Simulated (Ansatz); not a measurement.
The parent structure is BeO in the wurtzite structure (space group P6_3mc, No. 186; a = 2.6905 Å, c = 4.3699 Å).

The values are results of Ansatz (a quantum-chemistry and plane-wave program) r2SCAN, without spin-orbit coupling, not measurements.

Carriers are added at fixed cell with a uniform background; the Fermi–Dirac width is that of 300 K.

One change was made to it. Results:

The gap between the host's bands shrinks by 0.14 eV to 8.41 eV; the Fermi level relative to the doped band's edge (positive inside the band; to 0.05 eV) amounts to +1.50 eV; the gap character stays direct at Γ.

Problem. Which of these changes matches the shifts?
(A) holes 7.0×10^21 cm⁻³
(B) electrons 1.0×10^22 cm⁻³
(C) holes 5.0×10^21 cm⁻³

Solution. B, electrons 1.0×10^22 cm⁻³. For comparison, the Fermi level from band edge in the other runs: holes 7.0×10^21 cm⁻³ gives +0.30 eV; holes 5.0×10^21 cm⁻³ gives +0.25 eV.

Charged cell with a jellium background: band edges are those of the host's band count, energies are not comparable with the neutral cell, and many-body gap narrowing is missing. Whether these cells are dynamically stable was not tested.
